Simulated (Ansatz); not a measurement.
# Si2Mo: the cost of one run

Method: DFT PBEsol, scalar-relativistic, plane waves, PAW, in Ansatz 0.2.0.

2 further runs of the same task are left out: 1 that didn't finish, 1 set aside as unsound or not needed. Runs told in other sessions of the task aren't counted.

## Step 1: The structure to begin with

The structure is tetragonal, space group I4/mmm (No. 139). The conventional cell has a = 3.190 Å, b = 3.190 Å, c = 7.822 Å, α = 90.00°, β = 90.00°, γ = 90.00°. Si (site symmetry 4mm) is surrounded by 5 Si at 2.58 to 2.62 Å and 5 Mo at 2.60 to 2.62 Å. Mo (site symmetry 4/mmm) has 10 Si at 2.60 to 2.62 Å in its first shell of neighbours.

Coordinates:

```
CELL_PARAMETERS angstrom
-1.59512 1.59512 3.91091
1.59512 -1.59512 3.91091
1.59512 1.59512 -3.91091
ATOMIC_POSITIONS crystal
Si 0.33506 0.33506 0.00000
Si 0.66494 0.66494 0.00000
Mo 0.00000 0.00000 0.00000
```

This cell was relaxed beforehand with the same method: volume 13.27 Å³/atom, gap on the mesh none (metal).

## Step 2: The scan

The energy is mapped over two normal modes frozen in (zone-centre modes of the cell shown).

The axes are (1) amplitude of mode 4 (278 cm⁻¹), largest displacement: 9 values from −0.154 Å; (2) amplitude of mode 7 (333 cm⁻¹), largest displacement: 9 values from −0.114 Å.

Nothing else is relaxed (the cell and all other modes fixed). Energies count from the relaxed high-symmetry cell. Points are written as (first, second).

The modes come from a phonon run on the reference cell, made beforehand.

The patterns, per unit of each coordinate (Å):

| atom | x1 | y1 | z1 | x2 | y2 | z2 |
| --- | --- | --- | --- | --- | --- | --- |
| Si1 | 1.000 | 0.000 | 0.000 | 1.000 | 0.000 | 0.000 |
| Si2 | 1.000 | 0.000 | 0.000 | -1.000 | 0.000 | 0.000 |
| Mo3 | -0.585 | 0.000 | 0.000 | 0.000 | 0.000 | 0.000 |

## Step 3: Grid point (−0.038 Å, −0.114 Å)

File input.yaml:

```yaml
crystal:
  lattice:
    - [-1.5951226549, 1.5951226549, 3.9109090651]
    - [1.5951226549, -1.5951226549, 3.9109090651]
    - [1.5951226549, 1.5951226549, -3.9109090651]
  atoms:
    - { symbol: Si, position: [0.3350567058, 0.2872547391, -0.0478019667] }
    - { symbol: Si, position: [0.6649432942, 0.6886091859, 0.0236658917] }
    - { symbol: Mo, position: [0.0, 0.0070647386, 0.0070647386] }
basis:
  ecutwfc: 420
kpoints:
  mp_grid: { grid: [18, 18, 18] }
hamiltonian:
  xc: pbesol
  pseudopotentials: { kind: paw, azcp: { folder: soft_1 } }
scf:
  occupations: { method: gaussian, width: 0.15 }
output:
  forces: true
  stress: true
  eigenvalues: true
```

Command:

```
$ ansatz run input.yaml --threads 2 --pin off --max-ram 4096MiB --backend cpu --events-out ev --progress --plain --runs-dir out
```

What time and memory should one allow on 2 threads of Arm Neoverse V1, shared host?

About 45 s, with a peak of 1.2 GiB.
